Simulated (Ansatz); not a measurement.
# PtSe2 monolayer (1T): modes against uniaxial strain along a, the zigzag direction, with the width clamped, part 3 of 3

Aim: how do the optical modes of PtSe2 monolayer (1T) shift and split under this strain?

Ansatz 0.2.0; DFT PBE, scalar-relativistic, plane waves, PAW; PAW set soft_1.

So far, highest optical mode at the zone centre (no LO-TO term) (cm⁻¹): step 5 (zone-centre response at rest) 222; step 7 (strain 5 %) 219.

### 9. Zone-centre modes of the member: uniaxial strain of -3 % along a, the zigzag direction, with the width clamped

The zone-centre modes follow for uniaxial strain of -3 % along a, the zigzag direction, with the width clamped.

Input file input.yaml:

```yaml
crystal:
  lattice:
    - [3.6357108129, 0.0, 0.0]
    - [-1.8178554064, 3.2459978606, 0.0]
    - [0.0, 0.0, 29.9272]
  atoms:
    - { symbol: Pt, position: [0.0, 0.0, 0.3341441899] }
    - { symbol: Se, position: [0.329937302, 0.659874604, 0.3789153276] }
    - { symbol: Se, position: [0.670062698, 0.340125396, 0.2893730522] }
  periodic: [true, true, false]
kpoints:
  mp_grid: { grid: [9, 9, 1] }
hamiltonian:
  xc: pbe
  pseudopotentials: { kind: paw, azcp: { folder: soft_1 } }
scf:
  occupations: { method: fixed }
output:
  eigenvalues: true
phonons:
  method: dfpt
```

Started as:

```bash
ansatz run input.yaml --threads 4 --pin off --max-ram 16384MiB --backend cpu --events-out ev --progress --plain --runs-dir out
```

Numbers of over 12 decimals in the logs are rounded to 6 here.

Log:

```text
[...]
Crystal: 3 atoms, lattice volume = 353.186 Å³
Basis set: ecut = 420 eV, 6905 PW (Γ), exchange–correlation on 50×50×432 points (8 copies of the dense FFT grid, shifted against one another)
Bands: 30, of which v1, the nominal top of the filled ones, is band 25 counted from 1 (24 counted from 0)
Symmetry: 4 space group operations
[...]
k-point 24: bands = [... 21 lower, -7.6922, -7.3858, -6.9175, -5.9209, -4.2077, -3.3406, 0.3238 (0.3239°), 0.9889, ... 1 higher]
  ° read free of the cell's end (the report's vacuum.weakly_bound_levels)
[...]
ASR residual: 1.623e-4 → 0.000e0 eV/Å²; symmetrization residual: 2.283e-5 eV/Å²
[...]
ASR residual per site (eV/Å²): 1.62e-4 7.56e-5 8.87e-5
  Γ frequencies (cm⁻¹): 0.00 0.00 0.00 170.18 172.81 199.98 218.13 223.38 223.89
[...]
[key lines of the parts left out:]
SCF converged after 11 iterations
Free energy (F): -23464.046105 eV
Fermi energy:    -5.489516 eV
```

The job ended after 68 s (4 threads of Arm Neoverse V2, shared host; peak memory 1.3 GiB).

This step gave:

```yaml
sum_rule_residual_before_enforcement: 1.62e-4 eV/Å²
highest_optical_mode_at_the_zone_centre_no_lo_to_term: 223.9 cm⁻¹
lowest_optical_zone_centre_mode: 170.2 cm⁻¹
```

Without the LO-TO term. Patterns of degenerate modes are one choice out of their space. Modes at Γ, with each element's share of the kinetic energy:

```csv
mode,frequency (cm⁻¹),symmetry,Pt %,Se %
1,0.0,acoustic,55,45
2,0.0,acoustic,55,45
3,0.0,acoustic,55,45
4,170.2,Ag,0,100
5,172.8,Bg,0,100
6,200.0,Ag,0,100
7,218.1,Bu,45,55
8,223.4,Au,45,55
9,223.9,Bu,45,55
```

The lowest optical mode is real, 170 cm⁻¹, and the highest lies at 223.9 cm⁻¹.

### 10. The series together

The members are set side by side, also those not shown above.

Energies are extrapolated to zero smearing, and E0 is that at rest; the cell is clamped and the atoms are relaxed. State of the crystal along the series:

```
strain (%)  E - E0 (meV/atom)  gap on mesh (eV)
        -3              8.346             1.188
        -2              3.697             1.261
        -1             0.9236             1.328
         0                  0              1.39
         1             0.9052             1.369
         2              3.608             1.346
         3              8.069             1.287
         4              14.25             1.214
         5              22.11             1.142
```

Optical modes are counted from below at rest and tracked from member to member by their patterns, and modes that stay within 0.3 cm⁻¹ of each other stand once; labels, where given, are those at rest, then, where named, those of the strained cell; the cell is clamped and the atoms are relaxed. Optical modes along the series:

```
strain (%)  optical mode 1 Eg to Bg single part (cm⁻¹)  optical mode 2 Eg to Ag single part (cm⁻¹)  optical mode 3 A1g to Ag (cm⁻¹)  optical mode 4 Eu to Au single part (cm⁻¹)  optical mode 5 Eu to Bu single part (cm⁻¹)  optical mode 6 A2u to Bu (cm⁻¹)
        -3                                       172.8                                       170.2                              200                                       223.4                                       218.1                            223.9
        -2                                       172.2                                       170.2                              199                                       220.6                                       216.9                            223.5
        -1                                       171.3                                       170.2                            197.9                                       217.5                                       215.5                              223
         0                                       170.2                                       170.2                            196.8                                         214                                         214                            222.4
         1                                       168.8                                       170.2                            195.6                                       210.3                                       212.3                            221.8
         2                                       167.2                                       170.3                            194.4                                       206.2                                       210.4                            221.1
         3                                       165.2                                       170.4                            193.1                                       201.9                                       208.4                            220.3
         4                                       163.1                                       170.5                            191.8                                       197.4                                         206                            219.6
         5                                       160.6                                       170.6                            190.4                                       192.7                                       203.5                            218.8
```

Value and slope at zero strain of a cubic (a lower polynomial where under five rows exist) through the rows within 2 % of rest. Slopes at rest:

| mode | frequency (cm⁻¹) | shift per percent of strain (cm⁻¹) |
| --- | --- | --- |
| optical mode 1 Eg to Bg single part | 170.2 | -1.27 |
| optical mode 2 Eg to Ag single part | 170.2 | 0.03 |
| optical mode 3 A1g to Ag | 196.8 | -1.16 |
| optical mode 4 Eu to Au single part | 214 | -3.6 |
| optical mode 5 Eu to Bu single part | 214 | -1.59 |
| optical mode 6 A2u to Bu | 222.4 | -0.62 |

### 11. What came out

```yaml
members: 9
highest_optical_mode_at_the_zone_centre_no_lo_to_term_at_rest: 222.4 cm⁻¹
optical_mode_3_a1g_to_ag_shift_per_percent: -1.16 cm⁻¹
optical_mode_4_eu_to_au_single_part_shift_per_percent: -3.60 cm⁻¹
optical_mode_5_eu_to_bu_single_part_shift_per_percent: -1.59 cm⁻¹
optical_mode_6_a2u_to_bu_shift_per_percent: -0.62 cm⁻¹
```

**Reading.** The strain lowers the symmetry: the level at 214.0 cm⁻¹ splits, into 192.7 and 203.5 cm⁻¹ at +5 %. The fastest shift in the table of slopes is -3.6 cm⁻¹ for each percent (optical mode 4 Eu to Au single part). The width is clamped, so the contraction across the strain that a free sheet shows is left out. These are harmonic frequencies at zero temperature: anharmonic shifts, linewidths and thermal expansion are left out. Spin-orbit coupling is left out, which can matter for the heavy elements here. The starting cell was built on a prototype and not taken from a measurement. Only the zone centre was solved, so an instability at another wavevector cannot show here. In a sheet the LO-TO splitting vanishes at the zone centre, so no such term is missing here. The program warns in at least one run that the printed band levels were not confirmed.

[Logs are printed without paths, hosts, clocks, repeated set-up lines and the standing remarks that a program may print on its own settings, such as how far it seeks lower states.]

[Hosts, paths, dates, database ids (printed as entryN), source tags and the programs' standing remarks are cut or masked in the printed files.]
